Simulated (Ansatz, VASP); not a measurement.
# Ga in VASP and in Ansatz

File INCAR:

```
SYSTEM = Ga
PREC = Accurate
ENCUT = 520
EDIFF = 1E-7
ISMEAR = -1
SIGMA = 0.05
LREAL = .FALSE.
LASPH = .TRUE.
NELM = 100
ALGO = Normal
ISIF = 2
LWAVE = .FALSE.
LCHARG = .FALSE.
GGA = PE
NBANDS = 20
```

KPOINTS

```
regular mesh
0
G
  10 10 8
  0 0 0
```

The input POSCAR:

```
Ga
1.0
    1.4596029289     -4.0919213144      0.0000000000
    1.4596029289      4.0919213144      0.0000000000
    0.0000000000      0.0000000000      3.1909939893
Ga
2
Direct
    0.1330000000      0.8670000000      0.7500000000
    0.8670000000      0.1330000000      0.2500000000
```

Contents of input.yaml:

```yaml
crystal:
  lattice:
    - [1.4596029289, -4.0919213144, 0.0]
    - [1.4596029289, 4.0919213144, 0.0]
    - [0.0, 0.0, 3.1909939893]
  atoms:
    - { symbol: Ga, position: [0.133, 0.867, 0.75] }
    - { symbol: Ga, position: [0.867, 0.133, 0.25] }
hamiltonian:
  xc: pbe
  pseudopotentials: { kind: paw }
kpoints:
  mp_grid: { grid: [10, 10, 8] }
scf:
  occupations: { method: fermi_dirac, width: 0.05 }
output:
  forces: true
  stress: true
  eigenvalues: true
  write_density: true
  write_potential: true
  elf: true
  volumetric_format: npy
```

Change from the starting cell: volume scaled by 1.02.

Alike in both runs: task single point; functional PBE; k mesh 10 × 10 × 8; occupations fermi-dirac, width 0.05 eV; no spin polarisation.

|  | VASP | Ansatz |
| --- | --- | --- |
| version | VASP 6.6.1 | Ansatz 0.2.0 |
| potentials or method | VASP PAW PBE potentials, release 64 (Ga_d) | Ansatz PAW |
| plane-wave cutoff (eV) | 520 | 420 |
| valence electrons in the cell | 26 | 26 |

```csv
,VASP,Ansatz,Ansatz less VASP
gap on the k mesh at the Fermi level (eV),none,none,-
pressure (GPa),0.5,0.4,-0.10
largest component of the traceless stress (GPa),1.54,1.52,-0.020
rms of the force components (eV/Å),0.119,0.118,-0.0008
```

Atom by atom the forces differ by 0.001 eV/Å (rms over components). A gap of «none» marks a metal or a gap that the smearing closes.
